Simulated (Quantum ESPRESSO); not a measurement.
## Cs under changes of volume

One of the cells (122.477 Å³/atom); the others are scaled copies at fixed shape and fractional positions:

```xyz
1
Lattice="-3.1285 3.1285 3.1285 3.1285 -3.1285 3.1285 3.1285 3.1285 -3.1285" Properties=species:S:1:pos:R:3 pbc="T T T"
Cs    0.0000    0.0000    0.0000
```

- Program: Quantum ESPRESSO 7.5
- Functional: r2SCAN
- Potentials or basis: SG15 PBE 1.2
- Cutoff: 680 eV
- Density cutoff: 2721 eV
- k mesh: 4 × 4 × 4
- Occupations: fermi-dirac, width 0.05 eV
- Spin: no spin polarisation

| volume (Å³/atom) | energy over the lowest point (meV/atom) | pressure (GPa) |
| --- | --- | --- |
| 117.578 | 3.52 | 0.1 |
| 120.027 | ? | ? |
| 122.477 | 0.55 | 0.0 |
| 124.926 | 0.00 | 0.0 |
| 129.825 | 0.59 | -0.1 |

Question: What does the run at 120.027 Å³/atom give?

Answer: Energy over the lowest point 1.70 meV/atom; pressure 0.1 GPa.

Worked out: A Birch-Murnaghan fit of order 2 (a polynomial in V^(-2/3)) to the other rows has its minimum at 125.99 Å³/atom with B0 = V·E''(V) = 1.8 GPa. It gives 1.69 meV/atom at 120.027 Å³/atom, against the run's 1.70, and -dE/dV = 0.1 GPa, against 0.1.

Energies are extrapolated to zero smearing.

Caveats: the potentials were made for another functional, which shifts forces and pressure.
